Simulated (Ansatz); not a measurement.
The guess for Cl was made by a generator: random cell by space group and Wyckoff sites (Pmmm, No. 47). The dimensions are guesses.

```
Cl
1.0
     2.24984    0.00000    0.00000
     0.00000    2.76760    0.00000
     0.00000    0.00000    5.01124
Cl
1
Direct
  0.00000 0.00000 0.50000
```

Level of theory: DFT PBE, scalar-relativistic, plane waves, PAW (Ansatz 0.2.0). Cutoff 420 eV, Gaussian smearing, Γ-centred meshes. Cell and atoms relax first on a coarse mesh and then on a finer one. In between, the cell is made exact in the group found at 0.06 Å. In metals the finer mesh still leaves noise of several meV/atom or more. The steps can't lower the symmetry of their start. No spin polarisation.

A guess keeps its type if space group and coordination stay and the shape of the cell changes little (axis ratios within about 15 %, angles within 6°); the volume may change.

Question: Will the relaxed cell still be of the starting type?

Answer: It doesn't keep its type. The symmetry goes from Pmmm (No. 47) to P4/mmm (No. 123). The volume per atom shrinks by 1.2 %, from 31.2 to 30.8 Å³. The shortest distance goes from 2.25 Å (Cl–Cl) to 2.32 Å (Cl–Cl). Counting neighbours within 15 % of an atom's shortest distance, the start has Cl 2 and the end Cl 2. In detail, at the end around Cl lie 2 Cl at 2.32 Å.

```cif
data_structure
_symmetry_space_group_name_H-M 'P 1'
_symmetry_Int_Tables_number 1
_cell_length_a 3.6463
_cell_length_b 3.6463
_cell_length_c 2.3194
_cell_angle_alpha 90.000
_cell_angle_beta 90.000
_cell_angle_gamma 90.000
_cell_volume 30.84
loop_
_atom_site_label
_atom_site_type_symbol
_atom_site_fract_x
_atom_site_fract_y
_atom_site_fract_z
_atom_site_occupancy
Cl1 Cl 0.00000 0.00000 0.00000 1
```

The last run used a 24×16×16 mesh (in the run's order of axes) for its 1-atom cell and Gaussian smearing of 0.10 eV. The end has Pmmm (No. 47) at a tolerance of 0.01 Å; the cell shown is made exact in the group found at 0.05 Å. Weakly bound directions are ill-defined at this level, which has no dispersion term. The cell is a metal run without spin; a magnetic state may lie lower. Symmetry constrained the relaxation, so the result can be a saddle point.
